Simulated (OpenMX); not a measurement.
Crystal: GaN.

```
Ga N
1.0
     3.18000    0.00000    0.00000
    -1.59000    2.75396    0.00000
     0.00000    0.00000    5.16600
Ga N
2 2
Direct
  0.66667 0.33333 0.50000
  0.33333 0.66667 0.00000
  0.66667 0.33333 0.87500
  0.33333 0.66667 0.37500
```

Base run:

| Item | Value |
| --- | --- |
| Program | OpenMX 3.8.5 |
| Functional | PBE |
| Potentials or basis | OpenMX 2013 PBE set, Ga7.0-s3p2d2f1, N6.0-s3p2d2, grid cutoff 500 Ry |
| k mesh | 11 × 11 × 5 |
| Occupations | fermi-dirac, width 0.05 eV |
| Spin | no spin polarisation |

Its results: band gap on the k mesh 1.99 eV, direct; pressure 9.2 GPa; largest force 0.121 eV/Å.

Problem. The run is repeated on the same cell with these changes: potentials or basis from OpenMX 2013 PBE set, Ga7.0-s3p2d2f1, N6.0-s3p2d2, grid cutoff 500 Ry to OpenMX 2013 PBE set, Ga7.0-s3p2d2, N6.0-s2p2d1, grid cutoff 500 Ry. What comes out?

Solution. Band gap on the k mesh 2.40 eV, direct; pressure 9.2 GPa; largest force 0.117 eV/Å.

Caveats: the basis of atomic orbitals isn't converged, which shifts pressures, moduli and gaps.
